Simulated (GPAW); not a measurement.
Here is a GPAW 26.7.0 calculation.

Contents of run.py:

```python
from ase.dft.bandgap import bandgap
from ase.io import read, write
from ase.units import GPa
from gpaw import GPAW, PW

atoms = read('AlN.xyz')

calc = GPAW(mode=PW(800),
            xc='PBE',
            kpts={'size': (10, 10, 6), 'gamma': True},
            occupations={'name': 'fermi-dirac', 'width': 0.05},
            nbands=18,
            convergence={'density': 1e-05, 'energy': 1e-05},
            maxiter=150,
            txt='gpaw.txt')
atoms.calc = calc
energy = atoms.get_potential_energy()
forces = atoms.get_forces()
stress = atoms.get_stress()
calc.write('gs.gpw')
write('result.traj', atoms)
print(f'Energy: {energy:.6f} eV')
print('Forces (eV/A):')
print(forces.round(4))
print('Stress (GPa):', (stress / GPa).round(3))
print('Fermi level:', round(calc.get_fermi_level(), 4), 'eV')
print(f'Gap: {bandgap(calc)[0]:.4f} eV, direct: {bandgap(calc, direct=True)[0]:.4f} eV')
```

The input AlN.xyz:

```xyz
4
Lattice="3.1130000000 0.0000000000 0.0000000000 -1.5565000000 2.6959370820 0.0000000000 0.0000000000 0.0000000000 4.9810000000" Properties=species:S:1:pos:R:3 pbc="T T T"
Al     1.5444822635      0.9098706774      2.4991320730
Al    -0.0289244395      1.8073157807     -0.0305285490
N      1.5019337795      0.8529163106      4.3272586930
N     -0.0145143625      1.7877055344      1.8684079670
```

Potentials or basis: GPAW PAW data sets (gpaw-data 1.2.1), pw.

Run with:

```console
$ OMP_NUM_THREADS=1 python run.py
```

**Question.** Predict the largest force.

**Answer.** 1.428 eV/Å.

**Question.** Predict the pressure.

**Answer.** 5.3 GPa.

**Question.** Estimate the band gap on the k mesh.

**Answer.** 4.25 eV, direct.

Forces on the atoms (eV/Å):
```
Al  -0.090 -0.316 -1.304
Al  -0.233 -0.813  0.153
N    0.334  0.870  1.082
N   -0.010  0.259  0.068
```

A k mesh can miss the band edges.
